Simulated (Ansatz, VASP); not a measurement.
# One calculation of MnO, two programs

The input INCAR:

```
  ALGO = Normal
  EDIFF = 1E-6
  ENCUT = 520
  GGA = PS
  ISIF = 2
  ISMEAR = 0
  ISPIN = 2
  LASPH = True
  LCHARG = False
  LMAXMIX = 4
  LORBIT = 11
  LREAL = False
  LWAVE = False
  MAGMOM = 4.2 0.23
  NBANDS = 20
  NELM = 150
  PREC = Accurate
  SIGMA = 0.1
```

File KPOINTS:

```
k-points
0
Gamma
  16 16 16
```

Contents of POSCAR:

```
MnO
1.0
    0.0000000000      2.2394923151      2.2394923151
    2.2394923151      0.0000000000      2.2394923151
    2.2394923151      2.2394923151      0.0000000000
Mn O
1 1
Direct
    0.0000000000      0.0000000000      0.0000000000
    0.5000000000      0.5000000000      0.5000000000
```

Input for Ansatz:

```yaml
crystal:
  lattice:
    - [0.0, 2.2394922592, 2.2394922592]
    - [2.2394922592, 0.0, 2.2394922592]
    - [2.2394922592, 2.2394922592, 0.0]
  atoms:
    - { symbol: Mn, position: [0.0, 0.0, 0.0], spin: 4.2 }
    - { symbol: O, position: [0.5, 0.5, 0.5], spin: 0.23 }
basis:
  ecutwfc: 420
kpoints:
  mp_grid: { grid: [16, 16, 16] }
hamiltonian:
  xc: pbesol
scf:
  occupations: { method: gaussian, width: 0.1 }
output:
  forces: true
  stress: true
  eigenvalues: true
  populations: true
magnetization:
  spin_polarized: true
```

Alike in both runs: task single point; functional PBEsol; k mesh 16 × 16 × 16; occupations gaussian, width 0.1 eV; collinear spin.

```csv
,VASP,Ansatz
version,VASP 6.6.1,Ansatz 0.2.0
potentials or method,"VASP PAW PBE potentials, release 64 (Mn_pv, O)","scalar-relativistic, plane waves, PAW"
plane-wave cutoff (eV),520,420
valence electrons in the cell,19,21
```

VASP gave:

```
gap on the k mesh at the Fermi level (eV)                     : none
pressure (GPa)                                                : -9.4
net moment per atom (μB)                                      : 2.39
size of the moment on the site where the two differ most (μB) : 4.34
```

Question: Estimate Ansatz's values.

Answer: gap on the k mesh at the Fermi level (eV): none; pressure (GPa): -9.6; net moment per atom (μB): 2.39; size of the moment on the site where the two differ most (μB): 4.06.

Site moments also hang on the region over which each program counts them. A gap of «none» marks a metal or a gap that the smearing closes. The two sets of potentials don't hold the same shells in valence.

Caveats: the PAW data sets were made with another functional, which shifts forces and pressure a little (VASP); a cell with one magnetic atom can't hold antiferromagnetic order, which such compounds often take; semilocal functionals often make such compounds metallic where correlation or magnetic order opens a gap, which also shifts bond lengths.
